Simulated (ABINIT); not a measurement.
# Rh (Fm-3m) in ABINIT: a series of runs, part 2 of 2

ABINIT 10.8.3 (patched build). Earlier steps stand in the parts before.

### Step 4. Equation of state, BP86+D3(BJ)

File run.abi:

```
# Datasets: one volume each
ndtset 7
getwfk -1
scalecart1 3*0.9795861087
scalecart2 3*0.9864848297
scalecart3 3*0.9932883884
scalecart4 3*1.0000000000
scalecart5 3*1.0066227096
scalecart6 3*1.0131594038
scalecart7 3*1.0196128224

# Pseudopotentials
pp_dirpath "./"
pseudos "Rh.GGA_PBE-JTH.xml"

# Structure
acell 5.0719591737 5.0719591737 5.0719591737
rprim
     0.0000000000     0.7071067812     0.7071067812
     0.7071067812     0.0000000000     0.7071067812
     0.7071067812     0.7071067812     0.0000000000
ntypat 1
znucl 45
natom 1
typat 1
xred
     0.0000000000     0.0000000000     0.0000000000

# Plane-wave basis
ecut 20.0
pawecutdg 40.0

# k points
kptopt 1
ngkpt 12 12 12
nshiftk 1
shiftk 0.0 0.0 0.0

# Exchange and correlation
ixc -106132
vdw_xc 7

# Bands and occupations
nband 13
occopt 3
tsmear 0.05 eV

# SCF cycle
nstep 100
tolvrs 1.0e-9

# Output
iomode 3
prtwf 1
prtden 0
prteig 0
prtebands 0
enunit 2
```

Potentials or basis: JTH PAW PBE v2.0.

Launch:

```console
$ abinit run.abi > log 2>&1
```

run.abo:

```text
.Version 10.8.3 of ABINIT
 DATASET    1 : space group Fm -3 m (#225); Bravais cF (face-center cubic)
================================================================================
 Values of the parameters that define the memory need for DATASET  1.
     intxc =       0    ionmov =       0      iscf =      17    lmnmax =      18
     lnmax =       6     mgfft =      24  mpssoang =       3    mqgrid =    3001
     natom =       1  nloc_mem =       2    nspden =       1   nspinor =       1
    nsppol =       1      nsym =      48    n1xccc =       1    ntypat =       1
    occopt =       3   xclevel =       2
       mpw =         380          nfft =       13824          nkpt =          72
 PAW method is used; the additional fine FFT grid is defined by:
   mgfftf=        30    nfftf =     27000
================================================================================
================================================================================
[... 71 lines left out ...]
 DATASET    7 : space group Fm -3 m (#225); Bravais cF (face-center cubic)
================================================================================
 Values of the parameters that define the memory need for DATASET  7.
     intxc =       0    ionmov =       0      iscf =      17    lmnmax =      18
     lnmax =       6     mgfft =      24  mpssoang =       3    mqgrid =    3001
     natom =       1  nloc_mem =       2    nspden =       1   nspinor =       1
    nsppol =       1      nsym =      48    n1xccc =       1    ntypat =       1
    occopt =       3   xclevel =       2
       mpw =         432          nfft =       13824          nkpt =          72
 PAW method is used; the additional fine FFT grid is defined by:
[... 1407 lines left out ...]

 -outvars: echo values of variables after computation  --------
            acell      5.0719591737E+00  5.0719591737E+00  5.0719591737E+00 Bohr
           etotal1    -1.1151127815E+02
           etotal2    -1.1151165054E+02
           etotal3    -1.1151160395E+02
           etotal4    -1.1151118613E+02
           etotal5    -1.1151042998E+02
           etotal6    -1.1150937374E+02
           etotal7    -1.1150806129E+02
            fcart1    -0.0000000000E+00 -0.0000000000E+00 -0.0000000000E+00
            fcart2    -0.0000000000E+00 -0.0000000000E+00 -0.0000000000E+00
            fcart3    -0.0000000000E+00 -0.0000000000E+00 -0.0000000000E+00
            fcart4    -0.0000000000E+00 -0.0000000000E+00 -0.0000000000E+00
            fcart5    -0.0000000000E+00 -0.0000000000E+00 -0.0000000000E+00
            fcart6    -0.0000000000E+00 -0.0000000000E+00 -0.0000000000E+00
            fcart7    -0.0000000000E+00 -0.0000000000E+00 -0.0000000000E+00
            rprim1     0.0000000000E+00  6.9267198023E-01  6.9267198023E-01
                       6.9267198023E-01  0.0000000000E+00  6.9267198023E-01
                       6.9267198023E-01  6.9267198023E-01  0.0000000000E+00
[... 17 lines left out ...]
                       7.2097514092E-01  7.2097514092E-01  0.0000000000E+00
           strten1    -3.2088195026E-04 -3.2088195026E-04 -3.2088195026E-04
                       0.0000000000E+00  0.0000000000E+00  0.0000000000E+00
           strten2    -7.7551247272E-05 -7.7551247272E-05 -7.7551247272E-05
                       0.0000000000E+00  0.0000000000E+00  0.0000000000E+00
           strten3     1.3355499799E-04  1.3355499799E-04  1.3355499799E-04
                       0.0000000000E+00  0.0000000000E+00  0.0000000000E+00
           strten4     3.2532512112E-04  3.2532512112E-04  3.2532512112E-04
                       0.0000000000E+00  0.0000000000E+00  0.0000000000E+00
           strten5     4.9892865539E-04  4.9892865539E-04  4.9892865539E-04
                       0.0000000000E+00  0.0000000000E+00  0.0000000000E+00
           strten6     6.4931954029E-04  6.4931954029E-04  6.4931954029E-04
                       0.0000000000E+00  0.0000000000E+00  0.0000000000E+00
           strten7     7.8073635128E-04  7.8073635128E-04  7.8073635128E-04
                       0.0000000000E+00  0.0000000000E+00  0.0000000000E+00
 Calculation completed.
```

Wall time 76 s (1 thread of Arm Neoverse V2, shared host); peak memory 0.13 GiB.

Results:

```yaml
Equilibrium_volume: 13.23 Å³/atom
Bulk_modulus: 310 GPa
Pressure_derivative_of_the_bulk_modulus: "4.6 (rough: it moves with the points fitted)"
```

Energy against volume, from the lowest point:
| volume (Å³/atom) | energy (meV/atom) |
| --- | --- |
| 12.851 | 10.13 |
| 13.125 | 0.00 |
| 13.398 | 1.27 |
| 13.671 | 12.64 |
| 13.945 | 33.21 |
| 14.218 | 61.95 |
| 14.492 | 97.67 |

Caveat: pressures at fixed basis lie under the slope of the energies; the PAW data sets were made with another functional, which shifts forces and pressure a little.

### Step 5. Equation of state, HCTH407

run.abi: that of step 4 with these lines changed.

```diff
@@ -16,7 +16,7 @@
 # Structure
-acell 5.0719591737 5.0719591737 5.0719591737
+acell 3*1.0 Angstrom
 rprim
-     0.0000000000     0.7071067812     0.7071067812
-     0.7071067812     0.0000000000     0.7071067812
-     0.7071067812     0.7071067812     0.0000000000
+     0.0000000000     1.8978500000     1.8978500000
+     1.8978500000     0.0000000000     1.8978500000
+     1.8978500000     1.8978500000     0.0000000000
 ntypat 1
@@ -39,4 +39,3 @@
 # Exchange and correlation
-ixc -106132
-vdw_xc 7
+ixc 27
 
@@ -45,3 +44,3 @@
 occopt 3
-tsmear 0.05 eV
+tsmear 0.00183747
```

Potentials or basis: JTH PAW PBE v2.0.

Launch:

```console
$ abinit run.abi > log 2>&1
```

run.abo:

```text
.Version 10.8.3 of ABINIT
 DATASET    1 : space group Fm -3 m (#225); Bravais cF (face-center cubic)
================================================================================
 Values of the parameters that define the memory need for DATASET  1.
     intxc =       0    ionmov =       0      iscf =       7    lmnmax =      18
     lnmax =       6     mgfft =      24  mpssoang =       3    mqgrid =    3001
     natom =       1  nloc_mem =       2    nspden =       1   nspinor =       1
    nsppol =       1      nsym =      48    n1xccc =       1    ntypat =       1
    occopt =       3   xclevel =       2
       mpw =         380          nfft =       13824          nkpt =          72
 PAW method is used; the additional fine FFT grid is defined by:
   mgfftf=        30    nfftf =     27000
================================================================================
================================================================================
[... 71 lines left out ...]
 DATASET    7 : space group Fm -3 m (#225); Bravais cF (face-center cubic)
[... 1460 lines left out ...]
            fcart6    -0.0000000000E+00 -0.0000000000E+00 -0.0000000000E+00
            fcart7    -0.0000000000E+00 -0.0000000000E+00 -0.0000000000E+00
            rprim1     0.0000000000E+00  1.8591074964E+00  1.8591074964E+00
                       1.8591074964E+00  0.0000000000E+00  1.8591074964E+00
                       1.8591074964E+00  1.8591074964E+00  0.0000000000E+00
[... 17 lines left out ...]
                       1.9350721950E+00  1.9350721950E+00  0.0000000000E+00
           strten1    -6.7005238753E-04 -6.7005238753E-04 -6.7005238753E-04
                       0.0000000000E+00  0.0000000000E+00  0.0000000000E+00
           strten2    -4.3438410244E-04 -4.3438410244E-04 -4.3438410244E-04
                       0.0000000000E+00  0.0000000000E+00  0.0000000000E+00
           strten3    -2.2972883026E-04 -2.2972883026E-04 -2.2972883026E-04
                       0.0000000000E+00  0.0000000000E+00  0.0000000000E+00
           strten4    -4.3366434062E-05 -4.3366434062E-05 -4.3366434062E-05
                       0.0000000000E+00  0.0000000000E+00  0.0000000000E+00
           strten5     1.2555853002E-04  1.2555853002E-04  1.2555853002E-04
                       0.0000000000E+00  0.0000000000E+00  0.0000000000E+00
           strten6     2.7196313222E-04  2.7196313222E-04  2.7196313222E-04
                       0.0000000000E+00  0.0000000000E+00  0.0000000000E+00
           strten7     3.9998384313E-04  3.9998384313E-04  3.9998384313E-04
                       0.0000000000E+00  0.0000000000E+00  0.0000000000E+00
 Calculation completed.
```

Wall time 87 s (1 thread of Arm Neoverse V2, shared host); peak memory 0.14 GiB.

What came out:

```yaml
Equilibrium_volume: 13.75 Å³/atom
Bulk_modulus: 252 GPa
Pressure_derivative_of_the_bulk_modulus: "4.7 (rough: it moves with the points fitted)"
```

Energy against volume, from the lowest point:
```tsv
volume (Å³/atom)	energy (meV/atom)
12.851	51.79
13.125	23.86
13.398	7.04
13.671	0.00
13.945	1.94
14.218	11.84
14.492	28.59
```

Caveat: pressures at fixed basis lie under the slope of the energies; the PAW data sets were made with another functional, which shifts forces and pressure a little.

### Step 6. Summary

```csv
task,level,dispersion computed by,V0 of scaled cells (Å³/atom),B0 (GPa)
equation of state,BP86+D4,dftd4 4.3.1,13.29,305
band structure,revPBE,-,-,-
equation of state,BP86+D3(BJ),-,13.23,310
equation of state,HCTH407,-,13.75,252
```

Alike in all rows: potentials or basis JTH PAW PBE v2.0; no spin polarisation; cell as given; k mesh 12 × 12 × 12; cutoff (eV) 544; smearing fermi-dirac 0.05 eV.

Caveats: the PAW data sets were made with another functional, which shifts forces and pressure a little; pressures at fixed basis lie under the slope of the energies (some runs).

Total energies depend on the potentials used, so only differences within one code and one set of settings carry meaning.

### Step 7. How close it comes

Step 2. A measured bulk modulus of Rh is 264 GPa (quoted in “Thermal equation of state of rhodium characterized by XRD in a resistively heated diamond anvil cell”, 2024, pmc:11535440); the calculated 305 GPa misses it by +15.5 %. The fit is for a static lattice scaled at fixed shape and fixed fractional positions.

Step 4. A measured bulk modulus of Rh is 264 GPa (quoted in “Thermal equation of state of rhodium characterized by XRD in a resistively heated diamond anvil cell”, 2024, pmc:11535440); the calculated 310 GPa misses it by +17.5 %. The fit is for a static lattice scaled at fixed shape and fixed fractional positions.

Step 5. A measured bulk modulus of Rh is 264 GPa (quoted in “Thermal equation of state of rhodium characterized by XRD in a resistively heated diamond anvil cell”, 2024, pmc:11535440); the calculated 252 GPa misses it by -4.4 %. The fit is for a static lattice scaled at fixed shape and fixed fractional positions.
